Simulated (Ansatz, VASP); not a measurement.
**One calculation of AlN, two programs**

Contents of POSCAR:

```
AlN
1.0
    2.8581321112      0.0000000000      0.0000000000
   -1.4290660556      2.4752150157      0.0000000000
    0.0000000000      0.0000000000      4.7792686492
Al N
2 2
Direct
    0.3333333333      0.6666666667      0.0016929024
    0.6666666667      0.3333333333      0.5016929024
    0.3333333333      0.6666666667      0.3833070976
    0.6666666667      0.3333333333      0.8833070976
```

File INCAR.step1:

```
PREC     = Accurate       # precision mode
ENCUT    = 520            # plane-wave cutoff, eV
ISMEAR   = 0              # smearing method
SIGMA    = 0.05           # smearing width, eV
LREAL    = False          # projectors in reciprocal space
LASPH    = True           # aspherical terms in the spheres
NELM     = 80             # most SCF steps
NBANDS   = 16             # bands
GGA      = PE             # functional
ALGO     = Normal         # electronic algorithm
EDIFF    = 1E-4           # SCF threshold, eV
LWAVE    = True           # write WAVECAR
LCHARG   = False          # write CHGCAR
```

The input INCAR.step2:

```
PREC     = Accurate       # precision mode
ENCUT    = 520            # plane-wave cutoff, eV
EDIFF    = 1E-6           # SCF threshold, eV
ISMEAR   = 0              # smearing method
SIGMA    = 0.05           # smearing width, eV
LREAL    = False          # projectors in reciprocal space
LASPH    = True           # aspherical terms in the spheres
NELM     = 80             # most SCF steps
ALGO     = Normal         # electronic algorithm
ISIF     = 2              # what is computed and relaxed
LWAVE    = False          # write WAVECAR
LCHARG   = False          # write CHGCAR
METAGGA  = R2SCAN         # meta-GGA
LMIXTAU  = True         
NBANDS   = 16             # bands
ISTART   = 1
```

File KPOINTS:

```
regular mesh
0
Gamma
  12 12 6
```

Input for Ansatz:

```yaml
crystal:
  lattice:
    - [2.8581321112, 0.0, 0.0]
    - [-1.4290660556, 2.4752150157, 0.0]
    - [0.0, 0.0, 4.7792686492]
  atoms:
    - { symbol: Al, position: [0.3333333333, 0.6666666667, 0.0016929024] }
    - { symbol: Al, position: [0.6666666667, 0.3333333333, 0.5016929024] }
    - { symbol: "N", position: [0.3333333333, 0.6666666667, 0.3833070976] }
    - { symbol: "N", position: [0.6666666667, 0.3333333333, 0.8833070976] }
basis:
  ecutwfc: 500
kpoints:
  mp_grid: { grid: [12, 12, 6] }
hamiltonian:
  xc: r2scan
scf:
  occupations: { method: gaussian, width: 0.05 }
output:
  forces: true
  stress: true
  eigenvalues: true
```

Change from the starting cell: strain -0.080 along x and y, -0.040 along z, atoms carried along.

Alike in both runs: task single point; functional r2SCAN; k mesh 12 × 12 × 6; occupations gaussian, width 0.05 eV; no spin polarisation.

|  | VASP | Ansatz |
| --- | --- | --- |
| version | VASP 6.6.1 | Ansatz 0.2.0 |
| potentials or method | VASP PAW PBE potentials, release 64 (Al, N) | scalar-relativistic, plane waves, PAW |
| plane-wave cutoff (eV) | 520 | 500 |
| valence electrons in the cell | 16 | 16 |

|  | VASP | Ansatz | Ansatz less VASP |
| --- | --- | --- | --- |
| gap on the k mesh at the Fermi level (eV) | 5.81 | 5.83 | +0.018 |
| least direct gap on the mesh (eV) | 7.07 | 7.02 | -0.053 |
| pressure (GPa) | 66.7 | 66.4 | -0.39 |
| largest component of the traceless stress (GPa) | 24.11 | 23.63 | -0.481 |
| rms of the force components (eV/Å) | 0.569 | 0.553 | -0.0157 |

Atom by atom the forces differ by 0.016 eV/Å (rms over components). With one functional, cell and mesh, what is left measures potentials, basis and numerics.

Caveats: the cell as given lies far from equilibrium; so large a pressure means that the cell lies far from this level's equilibrium, or that cutoff or potentials fall short (VASP); the potentials were made for another functional, which shifts forces and pressure (VASP). A k mesh can miss the band edges.
